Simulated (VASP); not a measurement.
# Sr8Ti8O23 (a cell with a defect) in VASP: further runs

The runs below take Sr8Ti8O23 (a cell with a defect) through relaxation of the atoms, single point, with PBE, HSE06.

All numbers are computed with VASP 6.6.1; they aren't measurements. Logs are shortened: lines on timing, memory, paths and dates and some standing lists are left out, and cuts for length are marked.

## Step 1: Starting point

The cell holds a defect, 39 atoms: a = 7.880 Å, b = 7.880 Å, c = 7.880 Å, α = 90.00°, β = 90.00°, γ = 90.00°.

## Step 2: Relaxation of the atoms, PBE

INCAR

```
PREC = Normal
ENCUT = 450
EDIFF = 1E-6
ISMEAR = 0
SIGMA = 0.01
LREAL = Auto
LASPH = T
NELM = 80
ALGO = Normal
ISIF = 2
LWAVE = F
LCHARG = F
GGA = PE
IBRION = 2
NSW = 70
EDIFFG = -0.025
ICORELEVEL = 1
NELECT = 312.0
ISYM = 0
KPAR = 4
NCORE = 2
```

KPOINTS

```
Automatic mesh
0
Monkhorst-Pack
  2 2 2
```

POSCAR

```
Sr8Ti8O23
1.0
    7.8804100000      0.0000000000      0.0000000000
    0.0000000000     -7.8804100000      0.0000000000
    0.0000000000      0.0000000000     -7.8804100000
Sr Ti O
8 8 23
Direct
    0.2500000000      0.2500000000      0.2500000000
    0.2500000000      0.2500000000      0.7500000000
    0.2500000000      0.7500000000      0.2500000000
    0.2500000000      0.7500000000      0.7500000000
    0.7500000000      0.2500000000      0.2500000000
    0.7500000000      0.2500000000      0.7500000000
    0.7500000000      0.7500000000      0.2500000000
    0.7500000000      0.7500000000      0.7500000000
    0.0167117500      0.4868531300      0.4988814300
    0.0000000000      0.5000000000      0.0000000000
    0.0000000000      0.0000000000      0.5000000000
    0.0000000000      0.0000000000      0.0000000000
    0.5038936000      0.4898688800      0.4969593900
    0.5000000000      0.5000000000      0.0000000000
    0.5000000000      0.0000000000      0.5000000000
    0.5000000000      0.0000000000      0.0000000000
    0.2500000000      0.5000000000      0.0000000000
    0.2500000000      0.0000000000      0.5000000000
    0.2500000000      0.0000000000      0.0000000000
    0.7500000000      0.5000000000      0.5000000000
    0.7500000000      0.5000000000      0.0000000000
    0.7500000000      0.0000000000      0.5000000000
    0.7500000000      0.0000000000      0.0000000000
    0.0000000000      0.2500000000      0.5000000000
    0.0000000000      0.2500000000      0.0000000000
    0.0000000000      0.7500000000      0.5000000000
    0.0000000000      0.7500000000      0.0000000000
    0.5000000000      0.2500000000      0.5000000000
    0.5000000000      0.2500000000      0.0000000000
    0.5000000000      0.7500000000      0.5000000000
    0.5000000000      0.7500000000      0.0000000000
    0.0000000000      0.5000000000      0.2500000000
    0.0000000000      0.5000000000      0.7500000000
    0.0000000000      0.0000000000      0.2500000000
    0.0000000000      0.0000000000      0.7500000000
    0.5000000000      0.5000000000      0.2500000000
    0.5000000000      0.5000000000      0.7500000000
    0.5000000000      0.0000000000      0.2500000000
    0.5000000000      0.0000000000      0.7500000000
```

Potentials or basis: VASP PAW PBE potentials, release 64 (Sr_sv, Ti_sv, O).

The run is started by

```sh
$ cat potpaw_PBE.64/Sr_sv/POTCAR potpaw_PBE.64/Ti_sv/POTCAR potpaw_PBE.64/O/POTCAR > POTCAR
$ mpirun -np 8 vasp_std > vasp.out
```

OUTCAR:

```text
PREC = Normal
   ENCUT = 450
   EDIFF = 1E-6
   ISMEAR = 0
   LREAL = Auto
   LASPH = T
   NELM = 80
   ISIF = 2
   GGA = PE
   IBRION = 2
   NSW = 70
   EDIFFG = -0.025
   NELECT = 312.0
   ISYM = 0

 ion  position               nearest neighbor table
   1  0.250  0.250  0.250-  17 2.79  18 2.79  19 2.79  24 2.79  25 2.79  28 2.79  29 2.79  32 2.79
                            34 2.79  36 2.79  38 2.79   9 3.27  13 3.37  16 3.41  11 3.41  12 3.41
   2  0.250  0.250  0.750-  17 2.79  18 2.79  19 2.79  24 2.79  25 2.79  28 2.79  29 2.79  33 2.79
                            35 2.79  37 2.79  39 2.79   9 3.28  13 3.40  16 3.41  11 3.41  12 3.41
   3  0.250  0.750  0.250-  17 2.79  18 2.79  19 2.79  26 2.79  27 2.79  30 2.79  31 2.79  32 2.79
                            34 2.79  36 2.79  38 2.79   9 3.40  16 3.41  10 3.41  11 3.41  12 3.41
   4  0.250  0.750  0.750-  17 2.79  18 2.79  19 2.79  26 2.79  27 2.79  30 2.79  31 2.79  33 2.79
                            35 2.79  37 2.79  39 2.79   9 3.41  16 3.41  10 3.41  11 3.41  12 3.41
   5  0.750  0.250  0.250-  20 2.79  21 2.79  22 2.79  23 2.79  24 2.79  25 2.79  28 2.79  29 2.79
                            32 2.79  34 2.79  36 2.79  38 2.79  13 3.33  11 3.41  12 3.41  10 3.41
   6  0.750  0.250  0.750-  20 2.79  21 2.79  22 2.79  23 2.79  24 2.79  25 2.79  28 2.79  29 2.79
                            33 2.79  35 2.79  37 2.79  39 2.79  13 3.36  11 3.41  12 3.41  10 3.41
   7  0.750  0.750  0.250-  20 2.79  21 2.79  22 2.79  23 2.79  26 2.79  27 2.79  30 2.79  31 2.79
                            32 2.79  34 2.79  36 2.79  38 2.79  10 3.41  11 3.41  12 3.41  14 3.41
   8  0.750  0.750  0.750-  20 2.79  21 2.79  22 2.79  23 2.79  26 2.79  27 2.79  30 2.79  31 2.79
                            33 2.79  35 2.79  37 2.79  39 2.79  10 3.41  11 3.41  12 3.41  14 3.41
   9  0.017  0.487  0.499-  24 1.87  32 1.97  33 1.99  26 2.08  20 2.10   1 3.27   2 3.28   3 3.40
                             4 3.41   5 3.43   6 3.44   7 3.54   8 3.55
  10  0.000  0.500  0.000-  17 1.97  21 1.97  25 1.97  27 1.97  32 1.97  33 1.97   7 3.41   8 3.41
                             1 3.41   2 3.41   3 3.41   4 3.41   5 3.41   6 3.41
  11  0.000  0.000  0.500-  18 1.97  22 1.97  24 1.97  26 1.97  34 1.97  35 1.97   7 3.41   8 3.41
                             1 3.41   2 3.41   3 3.41   4 3.41   5 3.41   6 3.41
  12  0.000  0.000  0.000-  19 1.97  23 1.97  25 1.97  27 1.97  34 1.97  35 1.97   7 3.41   8 3.41
                             1 3.41   2 3.41   3 3.41   4 3.41   5 3.41   6 3.41
  13  0.504  0.490  0.497-  28 1.89  20 1.94  36 1.95  37 2.00  30 2.05   5 3.33   6 3.36   1 3.37
                             2 3.40   7 3.43   8 3.46   3 3.46   4 3.49
  14  0.500  0.500  0.000-  17 1.97  21 1.97  29 1.97  31 1.97  36 1.97  37 1.97   7 3.41   8 3.41
                             1 3.41   2 3.41   3 3.41   4 3.41   5 3.41   6 3.41
  15  0.500  0.000  0.500-  18 1.97  22 1.97  28 1.97  30 1.97  38 1.97  39 1.97   7 3.41   8 3.41
                             1 3.41   2 3.41   3 3.41   4 3.41   5 3.41   6 3.41
  16  0.500  0.000  0.000-  19 1.97  23 1.97  29 1.97  31 1.97  38 1.97  39 1.97   7 3.41   8 3.41
                             1 3.41   2 3.41   3 3.41   4 3.41   5 3.41   6 3.41
  17  0.250  0.500  0.000-  10 1.97  14 1.97   3 2.79   4 2.79   1 2.79   2 2.79
  18  0.250  0.000  0.500-  11 1.97  15 1.97   3 2.79   4 2.79   1 2.79   2 2.79
  19  0.250  0.000  0.000-  12 1.97  16 1.97   3 2.79   4 2.79   1 2.79   2 2.79
  20  0.750  0.500  0.500-  13 1.94   9 2.10   7 2.79   8 2.79   5 2.79   6 2.79
  21  0.750  0.500  0.000-  10 1.97  14 1.97   7 2.79   8 2.79   5 2.79   6 2.79
  22  0.750  0.000  0.500-  11 1.97  15 1.97   7 2.79   8 2.79   5 2.79   6 2.79
[... 15 lines left out ...]
  38  0.500  0.000  0.250-  15 1.97  16 1.97   5 2.79   7 2.79   1 2.79   3 2.79
  39  0.500  0.000  0.750-  15 1.97  16 1.97   6 2.79   8 2.79   2 2.79   4 2.79

IMPORTANT INFORMATION: All symmetrisations will be switched off!
NOSYMM: (Re-)initialisation of all symmetry stuff for point group C_1.

----------------------------------------------------------------------------------------

                                     Primitive cell

  volume of cell :     489.3803

  direct lattice vectors                    reciprocal lattice vectors
     7.880410000  0.000000000  0.000000000     0.126896951  0.000000000  0.000000000
     0.000000000 -7.880410000  0.000000000     0.000000000 -0.126896951  0.000000000
     0.000000000  0.000000000 -7.880410000     0.000000000  0.000000000 -0.126896951

  length of vectors
     7.880410000  7.880410000  7.880410000     0.126896951  0.126896951  0.126896951

  position of ions in fractional coordinates (direct lattice)
     0.250000000  0.250000000  0.250000000
     0.250000000  0.250000000  0.750000000
     0.250000000  0.750000000  0.250000000
     0.250000000  0.750000000  0.750000000
     0.750000000  0.250000000  0.250000000
     0.750000000  0.250000000  0.750000000
[... 31 lines left out ...]
     0.500000000  0.000000000  0.250000000
     0.500000000  0.000000000  0.750000000

  ion indices of the primitive-cell ions
   primitive index   ion index
                 1           1
                 2           2
                 3           3
                 4           4
                 5           5
                 6           6
[... 31 lines left out ...]
                38          38
                39          39

----------------------------------------------------------------------------------------

 KPOINTS: Automatic mesh

Automatic generation of k-mesh.
 Grid dimensions read from file:
 generate k-points for:    2    2    2
[... 46 lines left out ...]
   NSW    =     70    number of steps for IOM
   IBRION =      2    ionic relax: 0-MD 1-quasi-New 2-CG
   NFREE  =      1    steps in history (QN), initial steepest desc. (CG)
   ISIF   =      2    stress and relaxation
   ISYM   =      0    0-nonsym 1-usesym 2-fastsym
   POTIM  = 0.5000    time-step for ionic-motion
   TEBEG  =    0.0;   TEEND  =   0.0 temperature during run
   PSTRESS=    0.0 pullay stress
   NELECT =     312.0000    total number of electrons
   NUPDOWN=      -1.0000    fix difference up-down
   EMIN   =  10.00;   EMAX   =-10.00  energy-range for DOS
   EFERMI =   0.00;   METHOD = LEGACY
   ISMEAR =     0;   SIGMA  =   0.01  broadening in eV -4-tet -1-fermi 0-gaus
   EFERMI_NEDOS =   21; number of points for ismear=-14 and -15
   IALGO  =     38    algorithm
   IMIX   =      4    mixing-type and parameters
     AMIX     =   0.40;   BMIX     =  1.00
     AMIX_MAG =   1.60;   BMIX_MAG =  1.00
  volume/ion in A,a.u.               =      12.55        84.68
  Fermi-wavevector in a.u.,A,eV,Ry     =   1.409000  2.662623 27.011374  1.985280
  Thomas-Fermi vector in A             =   2.531100
   LORBIT       =      0    0 simple, 1 ext, 2 COOP (PROOUT), +10 PAW based schemes
   GGA     = PE    functional components
   LHFCALC =     F    Hartree Fock is set to
   AEXX    =    0.0000 exact exchange contribution
   IVDW    =     0    specifies the selected vdW correction
   LEPSILON=     F    determine dielectric tensor
   LRPA    =     F    only Hartree local field effects (RPA)
 conjugate gradient relaxation of ions
 non-spin polarized calculation
 Gauss-broadening in eV      SIGMA  =   0.01
  energy-cutoff  :      450.00
  volume of cell :      489.38
 maximum number of plane-waves:     10618
   NGX = 27   NGY = 27   NGZ = 27

--------------------------------------- Ionic step        1  -------------------------------------------

 number of electron     311.9998711 magnetization

 Free energy of the ion-electron system (eV)
  ---------------------------------------------------
  ext. energy  EPLUGINS =         0.00000000
  ---------------------------------------------------
  free energy    TOTEN  =      -320.11383213 eV

  energy without entropy =     -320.11383213  energy(sigma->0) =     -320.11383213

------------------------ aborting loop because EDIFF is reached ----------------------------------------

  FORCE on cell =-STRESS in cart. coord.  units (eV):
  Direction    XX          YY          ZZ          XY          YZ          ZX
  --------------------------------------------------------------------------------------
  -------------------------------------------------------------------------------------
  Total      -27.8840957    -18.9644630    -20.3530321     -0.1395864     -0.0237808      0.1305585
  in kB      -91.2894743    -62.0875740    -66.6335973     -0.4569905     -0.0778558      0.4274344
  external PRESSURE =     -73.3368819 kB  Pullay stress =       0.0000000 kB
[... 200 lines left out ...]
  FREE ENERGIE OF THE ION-ELECTRON SYSTEM (eV)
  ---------------------------------------------------
  free  energy   TOTEN  =      -322.4467364562 eV

  energy  without entropy=     -322.4467364562  energy(sigma->0) =     -322.44673646

[... ionic steps 4 to 14 ...]

--------------------------------------- Ionic step       15  -------------------------------------------

 number of electron     311.9999401 magnetization

------------------------ aborting loop because EDIFF is reached ----------------------------------------
[... 141 lines left out ...]
--------------------------------------- Ionic step       17  -------------------------------------------

 number of electron     311.9999399 magnetization

 Free energy of the ion-electron system (eV)
  ---------------------------------------------------
  ext. energy  EPLUGINS =         0.00000000
  ---------------------------------------------------
  free energy    TOTEN  =      -322.84489309 eV

  energy without entropy =     -322.84489309  energy(sigma->0) =     -322.84489309

 the core state eigenenergies are
   1-  1s -15923.0889  2s  -2145.6366  2p  -1905.0309  3s   -321.6059  3p   -243.9752
       3d   -115.8712
   2-  1s -15923.0886  2s  -2145.6363  2p  -1905.0306  3s   -321.6058  3p   -243.9751
       3d   -115.8711
   3-  1s -15923.0868  2s  -2145.6347  2p  -1905.0290  3s   -321.6047  3p   -243.9740
       3d   -115.8700
   4-  1s -15923.0868  2s  -2145.6347  2p  -1905.0290  3s   -321.6048  3p   -243.9741
       3d   -115.8701
   5-  1s -15923.4032  2s  -2145.9462  2p  -1905.3412  3s   -321.9053  3p   -244.2745
       3d   -116.1705
   6-  1s -15923.4038  2s  -2145.9468  2p  -1905.3418  3s   -321.9059  3p   -244.2751
       3d   -116.1711
   7-  1s -15923.4053  2s  -2145.9483  2p  -1905.3433  3s   -321.9073  3p   -244.2764
       3d   -116.1725
   8-  1s -15923.4061  2s  -2145.9490  2p  -1905.3441  3s   -321.9080  3p   -244.2771
       3d   -116.1732
   9-  1s  -4858.7473  2s   -527.8072  2p   -435.0581
[... 28 lines left out ...]
  38-  1s   -500.2463
  39-  1s   -500.2447

 E-fermi :   3.7168     XC(G=0): -10.9499

 val. band max:        3.6405932754   @ k =  -0.2500  -0.2500   0.2500
 cond. band min:       6.0972239393   @ k =  -0.2500  -0.2500   0.2500
 fundamental gap:      2.4566306639
 Fermi energy:         3.7167740374

 k-point     1 :       0.2500    0.2500    0.2500
  band No.  band energies     occupation
      1     -52.8373      2.00000
      2     -52.8351      2.00000
      3     -52.8078      2.00000
      4     -52.8036      2.00000
      5     -52.8021      2.00000
      6     -52.8003      2.00000
[... 673 lines left out ...]
    167       7.2215      0.00000
    168       7.2575      0.00000
 [bands above 168 left out]

------------------------ aborting loop because EDIFF is reached ----------------------------------------

  FORCE on cell =-STRESS in cart. coord.  units (eV):
  Direction    XX          YY          ZZ          XY          YZ          ZX
  --------------------------------------------------------------------------------------
  -------------------------------------------------------------------------------------
  Total      -19.1469836    -20.5674408    -20.7033520     -0.0294945      0.0023600      0.0128482
  in kB      -62.6851266    -67.3355480    -67.7805064     -0.0965619      0.0077265      0.0420637
  external PRESSURE =     -65.9337270 kB  Pullay stress =       0.0000000 kB
[... 54 lines left out ...]
  FREE ENERGIE OF THE ION-ELECTRON SYSTEM (eV)
  ---------------------------------------------------
  free  energy   TOTEN  =      -322.8448930903 eV

  energy  without entropy=     -322.8448930903  energy(sigma->0) =     -322.84489309

 reached required accuracy - stopping structural energy minimisation
```

Run time: 12 min. Hardware: 8 MPI ranks of AMD EPYC 7R13 (Zen 3), shared host; peak memory 0.28 GiB.

What came out:

| Quantity | Value |
| --- | --- |
| Free energy | -322.8449 eV |
| Energy gained by relaxing | 70.0 meV/atom |
| Ionic steps | 17 |
| Largest force after relaxing | 0.019 eV/Å |

Forces in eV/Å, atoms in the order of the input:
```
Sr   0.002 -0.002 -0.001
Sr   0.002 -0.002  0.001
Sr   0.002  0.004 -0.005
Sr   0.003  0.004  0.006
Sr  -0.001  0.006  0.005
Sr  -0.001  0.006 -0.004
Sr  -0.001 -0.005  0.005
Sr  -0.001 -0.005 -0.004
Ti  -0.007  0.002  0.001
Ti   0.000  0.009  0.000
Ti  -0.001  0.001  0.002
Ti  -0.012  0.011  0.002
Ti   0.014  0.008  0.001
Ti  -0.012  0.002  0.000
Ti  -0.010  0.005  0.002
Ti   0.009  0.017  0.003
O   -0.001  0.002 -0.001
O    0.000 -0.007  0.000
O   -0.002 -0.005 -0.001
O   -0.013  0.000  0.000
O   -0.002  0.000 -0.002
O   -0.002 -0.012  0.000
O    0.015 -0.005 -0.001
O   -0.008 -0.002  0.001
O    0.002 -0.004 -0.001
O    0.000  0.003  0.001
O    0.002 -0.005 -0.001
O    0.002 -0.007  0.000
O    0.008 -0.002 -0.001
O    0.003 -0.004 -0.002
O    0.007 -0.004 -0.001
O   -0.007  0.004  0.003
O   -0.006  0.004 -0.004
O    0.001 -0.006  0.000
O    0.001 -0.006 -0.001
O    0.001  0.003 -0.003
O    0.004  0.001 -0.001
O    0.005 -0.004  0.000
O    0.005 -0.004 -0.001
```

The path:
```tsv
step	energy change (eV)	largest force (eV/Å)	pressure (GPa)
1	0.0000	6.0609	-7.33
2	-2.2121	3.6378	-5.60
3	-2.3329	1.5749	-6.10
4	-2.4558	3.1890	-6.01
5	-2.5037	1.4687	-6.12
6	-2.6513	0.4191	-6.33
7	-2.6554	0.4740	-6.36
8	-2.7023	0.1853	-6.47
9	-2.7029	0.1874	-6.48
10	-2.7178	0.1622	-6.49
11	-2.7189	0.2029	-6.49
12	-2.7267	0.2655	-6.54
13	-2.7267	0.2835	-6.54
14	-2.7305	0.0774	-6.61
15	-2.7307	0.0545	-6.60
16	-2.7310	0.0369	-6.59
17	-2.7311	0.0191	-6.59
```

Final structure:
```
Sr Ti O
1.0
     7.88041    0.00000    0.00000
     0.00000   -7.88041    0.00000
     0.00000    0.00000   -7.88041
Sr Ti O
8 8 23
Cartesian
  1.9726 -1.8981 -1.9068
  1.9720 -1.8965 -5.9710
  1.9737 -5.9684 -1.8992
  1.9731 -5.9700 -5.9786
  5.9126 -1.8919 -1.9022
  5.9128 -1.8909 -5.9743
  5.9125 -5.9673 -1.8980
  5.9127 -5.9683 -5.9785
  7.7513 -3.9225 -3.9378
  0.0316 -3.9341 -7.8769
  0.0314 -7.8531 -3.9387
  0.0015 -7.8747 -7.8793
  4.0818 -3.9250 -3.9362
  3.9098 -3.9331 -7.8738
  3.9097 -7.8578 -3.9393
  3.9463 -7.8747 -7.8795
  1.9755 -3.9394 -7.8799
  1.9754 -7.8773 -3.9401
  1.9729 -7.8787 -7.8801
  5.9171 -3.9290 -3.9375
  5.9167 -3.9396 -7.8799
  5.9164 -7.8767 -3.9402
  5.9123 -7.8785 -7.8801
  0.1520 -2.0293 -3.9408
  7.8713 -1.9739 -7.8803
  0.1455 -5.8578 -3.9408
  7.8716 -5.9059 -7.8803
  3.8024 -2.0284 -3.9414
  3.9561 -1.9740 -7.8801
  3.8081 -5.8560 -3.9414
  3.9559 -5.9057 -7.8800
  0.1505 -3.9444 -2.0269
  0.1492 -3.9445 -5.8542
  7.8713 -7.8789 -1.9740
  7.8714 -7.8789 -5.9065
  3.8048 -3.9433 -2.0275
  3.8062 -3.9433 -5.8549
  3.9561 -7.8786 -1.9742
  3.9561 -7.8786 -5.9063
```

Core levels (eV, on the scale of the bands):
| atom | levels |
| --- | --- |
| 1 Sr | 1s -15923.1, 2s -2145.6, 2p -1905.0, 3s -321.6, 3p -244.0, 3d -115.9 |
| 2 Sr | 1s -15923.1, 2s -2145.6, 2p -1905.0, 3s -321.6, 3p -244.0, 3d -115.9 |
| 3 Sr | 1s -15923.1, 2s -2145.6, 2p -1905.0, 3s -321.6, 3p -244.0, 3d -115.9 |
| 4 Sr | 1s -15923.1, 2s -2145.6, 2p -1905.0, 3s -321.6, 3p -244.0, 3d -115.9 |
| 5 Sr | 1s -15923.4, 2s -2145.9, 2p -1905.3, 3s -321.9, 3p -244.3, 3d -116.2 |
| 6 Sr | 1s -15923.4, 2s -2145.9, 2p -1905.3, 3s -321.9, 3p -244.3, 3d -116.2 |

Caveat: the cell is charged against a uniform background, so pressure and absolute levels hang on convention; the cutoff is under 1.25 times the usual one of these potentials, so pressure, stress and relaxed cells hold a basis-set (Pulay) error.

(Part 1 of 2 ends here.)
